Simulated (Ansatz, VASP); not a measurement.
# One calculation of Ta, two programs

```
CELL_PARAMETERS angstrom
-1.66005 1.66005 1.66005
1.66005 -1.66005 1.66005
3.32010 3.32010 0.00000
ATOMIC_POSITIONS crystal
Ta 0.00000 0.00000 0.00000
Ta 0.50000 0.50000 0.50000
```

Alike in both runs: task single point; functional PBE; k mesh 13 × 13 × 8; occupations fermi-dirac, width 0.1 eV; no spin polarisation.

|  | VASP | Ansatz |
| --- | --- | --- |
| version | VASP 6.6.1 | Ansatz 0.2.0 |
| potentials or method | VASP PAW PBE potentials, release 64 (Ta_pv) | PAW with Ansatz's default frozen-core files, scalar-relativistic |
| plane-wave cutoff (eV) | 520 | 420 |
| valence electrons in the cell | 22 | 26 |

Ansatz gave:

```
pressure (GPa) : 0.2
```

Task: What did VASP give for the same quantities?

Result: Pressure (GPa): 0.3.

The two sets of potentials don't hold the same shells in valence.

Caveats: the real-space grid breaks the cell's symmetry a little (VASP). The runs have no spin-orbit coupling, so splittings on Ta are missing.
